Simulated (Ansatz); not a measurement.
# Band structure of Se

```yaml
crystal:
  lattice:
    - [4.35517, 0.00000, 0.00000]
    - [-2.17758, 3.77169, 0.00000]
    - [0.00000, 0.00000, 4.94945]
  atoms:
    - { symbol: Se, position: [0.21700, 0.00000, 0.16667] }
    - { symbol: Se, position: [0.00000, 0.21700, 0.83333] }
    - { symbol: Se, position: [0.78300, 0.78300, 0.50000] }
```

Atoms are numbered in the order listed.

Conventional cell: a = 4.355 Å, b = 4.355 Å, c = 4.949 Å, α = 90.00°, β = 90.00°, γ = 120.00°. Se (atom 1) has 2 Se at 2.32 Å as nearest neighbours.

The geometry is COD entry 9008579, unchecked; take it as a test cell.

Theory: DFT, PBEsol, all-electron LAPW, scalar-relativistic in Ansatz 0.2.0.

Numerical set-up: a Γ-centred 8×8×6 k mesh, Fermi–Dirac smearing of 0.02 eV, basis error target 1 meV/atom, no spin polarisation.

Points in fractions of the reciprocal vectors of this cell: Γ (0, 0, 0), M (0.5, 0, 0), K (0.333, 0.333, 0), A (0, 0, 0.5), L (0.5, 0, 0.5), H (0.333, 0.333, 0.5). The path runs Γ–M–K–Γ–A–L–H–A–L. Energies are in eV from the top of the valence band; (×n) counts levels within 4 meV of each other, which need not be degenerate by symmetry.

(1) List the levels at K between -8 and 6 eV.

(2) List the levels at M between -8 and 6 eV.

(3) List the levels at Γ between -8 and 6 eV.

(4) What is the band gap?

Answers

(1) -5.23 (×2), -2.94 (×2), -2.69, -1.64, 3.15 (×2), 3.97, 5.70.

(2) -5.42, -4.87, -3.48, -2.99, -1.97, -1.06, 2.02, 2.56, 4.31, 5.25.

(3) -4.01 (×2), -3.82, -2.20 (×2), -0.40, 2.02 (×2), 2.40, 5.82.

(4) 0.93 eV, indirect from L (0.5, 0, 0.5) to H (0.333, 0.333, 0.5).
